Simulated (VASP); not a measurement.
Here is a VASP 6.6.1 calculation.

File INCAR:

```
SYSTEM = BaTe
ALGO = Fast
EDIFF = 1E-6
ENCUT = 520
GGA = PS
ISIF = 2
ISMEAR = 0
LASPH = .TRUE.
LCHARG = .FALSE.
LREAL = .FALSE.
LWAVE = .FALSE.
NBANDS = 15
NELM = 100
PREC = Accurate
SIGMA = 0.05
```

Contents of KPOINTS:

```
k-points
0
G
  8 8 8
  0 0 0
```

The input POSCAR:

```
BaTe
1.0
   -0.0694279481      3.4713974052      3.4713974052
    3.4019694571      0.0000000000      3.4019694571
    3.4713974052      3.4713974052     -0.0694279481
Ba Te
1 1
Direct
    0.0000000000      0.0000000000      0.0000000000
    0.5000000000      0.5000000000      0.5000000000
```

Potentials or basis: VASP PAW PBE potentials, release 64 (Ba_sv, Te).

Launch:

```console
$ cat potpaw_PBE.64/Ba_sv/POTCAR potpaw_PBE.64/Te/POTCAR > POTCAR
$ mpirun -np 1 vasp_std > vasp.out
```

Q: Predict the band gap on the k mesh.

A: 1.30 eV, indirect (least direct gap 1.67 eV).

Q: What does it give for the pressure?

A: 0.4 GPa.

Stress tensor (GPa, compression positive):
```
0.37 0.00 0.44
0.00 0.35 0.00
0.44 0.00 0.37
```

Caveat: the PAW data sets were made with another functional, which shifts forces and pressure a little; spin-orbit coupling is left out, which moves the levels of the heavy elements. A k mesh can miss the band edges.
